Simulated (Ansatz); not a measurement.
## Pb: relaxation of cell and atoms with PBEsol

The system is Pb.

```
Pb
1.0
     3.48000    0.00000    0.00000
    -1.74000    3.01377    0.00000
     0.00000    0.00000    5.59000
Pb
2
Direct
  0.66667 0.33333 0.75000
  0.33333 0.66667 0.25000
```

This isn't the form of Pb at room conditions, which is fcc.

| Item | Value |
| --- | --- |
| Program | Ansatz 0.2.0 |
| Task | relaxation of cell and atoms |
| Functional | PBEsol |
| Potentials or basis | Ansatz PAW |
| Cutoff | 420 eV (not typed: the program's choice for these potentials) |
| k mesh | 9 × 9 × 5 |
| Occupations | fermi-dirac, width 0.05 eV |
| Spin | no spin polarisation |
| Target pressure | 30 GPa |
| Target pressure (GPa) | 30 |

```yaml
Relaxed_volume: 22.10 Å³/atom
Relaxed_cell: a = 3.124 Å, b = 3.124 Å, c = 5.228 Å, α = 90.00°, β = 90.00°, γ = 120.00°
Space_group_after_relaxing_to_0.05_Å: P6_3/mmc (No. 194)
Energy_change_on_relaxing_the_enthalpy_is_what_falls: +528.0 meV/atom
Ionic_steps: 7
Pressure_after_relaxing: 30.0 GPa
Band_gap_on_the_k_mesh: none (metal or under the smearing width)
```

The path:
```csv
step,energy change (eV),largest force (eV/Å),volume (Å³)
1,0.0000,0.0000,58.63
2,0.2640,0.0000,50.80
3,1.0316,0.0000,44.33
4,1.0681,0.0000,44.13
5,1.0589,0.0000,44.17
6,1.0549,0.0000,44.20
7,1.0560,0.0000,44.20
```

Final structure:
```
Pb
1.0
     3.12418    0.00000    0.00000
    -1.56209    2.70562    0.00000
     0.00000    0.00000    5.22845
Pb
2
Direct
  0.66667 0.33333 0.75000
  0.33333 0.66667 0.25000
```

Levels at points of the mesh, in eV from the Fermi level:
| k point | band 12 | band 13 | band 14 | band 15 | band 16 | band 17 |
| --- | --- | --- | --- | --- | --- | --- |
| (0.00, 0.00, 0.00) | -8.60 | -5.98 | 8.05 | 8.05 | 9.36 | 9.63 |

It took 7.2 s on 2 threads of Arm Neoverse V2, with other jobs on the host, peak memory 0.34 GiB.

Caveat: the volume moved by over 15 % at a fixed basis, so the end points are rough; the plane-wave basis is chosen anew once the cell has moved, so the energies of steps on either side of that aren't comparable; the PAW data sets come from PBE, with cores solved anew for the run's functional, which leaves a small shift of forces and pressure. Spin-orbit coupling is left out, which matters for the levels of Pb.
